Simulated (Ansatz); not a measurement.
**Formation energy of InSb**

Level of theory: DFT, PBEsol, scalar-relativistic, no spin polarisation; plane waves to 420 eV with PAW datasets (Ansatz 0.2.0), Γ-centred 6×6×10 mesh, 0.05 eV Gaussian smearing. The datasets are Ansatz's generated set soft_2.

The chain of runs began from a cell as deposited in COD, expanded in volume. The relaxation kept the space group but changed the cell's proportions, one axis by 3 % at equal volume, so the results may not describe the measured structure.

The structure is orthorhombic, space group Pmmn (No. 59). Conventional cell: a = 5.688 Å, b = 5.756 Å, c = 3.253 Å, α = 90.00°, β = 90.00°, γ = 90.00°. In (site symmetry mm2) is surrounded by 4 Sb at 3.02 to 3.03 Å and 2 In at 3.25 Å. Sb (site symmetry mm2) is surrounded by 4 In at 3.02 to 3.03 Å and 2 Sb at 3.25 Å. (Shells end 15 % past the nearest neighbour.)

The elements were computed in their standard states with the same datasets, cutoff and functional. Absolute energies hang on the potentials; compare differences alone.

Energy of the relaxed cell (4 atoms, smearing extrapolated to zero): -23867.015 eV. Elements, in eV/atom: In -5525.408, Sb -6408.086.

Question: What is the formation energy?

Answer: [-23867.015 − (2 × -5525.408 + 2 × -6408.086)] / 4 = -0.01 eV/atom, or -1 kJ per mole of atoms.

The value is for 0 K, without zero-point energy. A negative value shows stability against the elements alone, not against other compounds or structures.

These numbers lack spin–orbit coupling.
